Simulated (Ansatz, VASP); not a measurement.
C: VASP beside Ansatz

INCAR

```
SYSTEM = C
PREC = Accurate ; ENCUT = 520
EDIFF = 1E-6 ; ISMEAR = -1
SIGMA = 0.1 ; LREAL = .False.
LASPH = .True. ; NELM = 100
ALGO = Normal ; ISIF = 2
LWAVE = .False. ; LCHARG = .True.
GGA = CA ; LELF = .True.
LVHAR = .True. ; NBANDS = 11
```

File KPOINTS:

```
regular mesh
0
Gamma
  14 14 8
  0 0 0
```

File POSCAR:

```
C
1.0
    2.1273203100     -1.2282824400      0.0000000000
    2.1273203100      1.2282824400      0.0000000000
   -1.3790696300      0.0000000000      3.5028300800
C
2
Direct
    0.8333555300      0.8333555300      0.0000930400
    0.1666444700      0.1666444700      0.9999069600
```

Input for Ansatz:

```yaml
crystal:
  lattice:
    - [2.12732031, -1.22828244, 0.0]
    - [2.12732031, 1.22828244, 0.0]
    - [-1.37906963, 0.0, 3.50283008]
  atoms:
    - { symbol: C, position: [0.83335553, 0.83335553, 9.304e-05] }
    - { symbol: C, position: [0.16664447, 0.16664447, 0.99990696] }
basis:
  ecutwfc: 462.593566181796
kpoints:
  mp_grid:
    grid: [14, 14, 8]
hamiltonian:
  xc: lda
  pseudopotentials:
    kind: paw
scf:
  occupations:
    method: fermi_dirac
    width: 0.1
output:
  stress: true
```

This is a stacking variant of graphite.

Alike in both runs: task single point; functional LDA; k mesh 14 × 14 × 8; occupations fermi-dirac, width 0.1 eV; no spin polarisation.

|  | VASP | Ansatz |
| --- | --- | --- |
| version | VASP 6.6.1 | Ansatz 0.2.0 |
| potentials or method | VASP PAW LDA potentials, release 64 (C) | plane waves, PAW |
| plane-wave cutoff (eV) | 520 | 463 |
| valence electrons in the cell | 8 | 8 |

VASP gave:

| Property | Result |
| --- | --- |
| pressure (GPa) | -3.4 |
| largest component of the traceless stress (GPa) | 2.21 |

Estimate Ansatz's values.

pressure (GPa): -4.1; largest component of the traceless stress (GPa): 3.08.
